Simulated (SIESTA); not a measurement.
The system is SnTe.

```
CELL_PARAMETERS angstrom
0.00000 3.15085 3.15085
3.15085 0.00000 3.15085
3.15085 3.15085 0.00000
ATOMIC_POSITIONS crystal
Te 0.50000 0.50000 0.50000
Sn 0.00000 0.00000 0.00000
```

Base run:

- Program: SIESTA 5.4.2
- Functional: vdW-DF-cx
- Potentials or basis: PseudoDojo 0.4 standard (PBE files)
- Basis: DZP (energy shift 0.003 Ry; two zetas on semicore shells)
- Grid cutoff: 500 Ry
- Energy shift: 0.003 Ry
- k mesh: 7 × 7 × 7
- Occupations: fermi-dirac, width 0.05 eV
- Spin: no spin polarisation

Its results: pressure 1.2 GPa.

**Question.** After a change of settings the same cell gave: pressure 6.6 GPa. Which change was it?
A. functional from vdW-DF-cx to BLYP
B. functional from vdW-DF-cx to PBE
C. functional from vdW-DF-cx to PBEsol; potentials or basis from PseudoDojo 0.4 standard (PBE files) to PseudoDojo 0.4 standard (PBEsol files)
D. functional from vdW-DF-cx to LDA; potentials or basis from PseudoDojo 0.4 standard (PBE files) to PseudoDojo 0.4 standard (LDA files)

**Answer.** A.

Caveats: the potentials were made for another functional, which shifts forces and pressure; the basis of atomic orbitals isn't converged, which shifts pressures, moduli and gaps.

Not every run made on this cell is shown here.
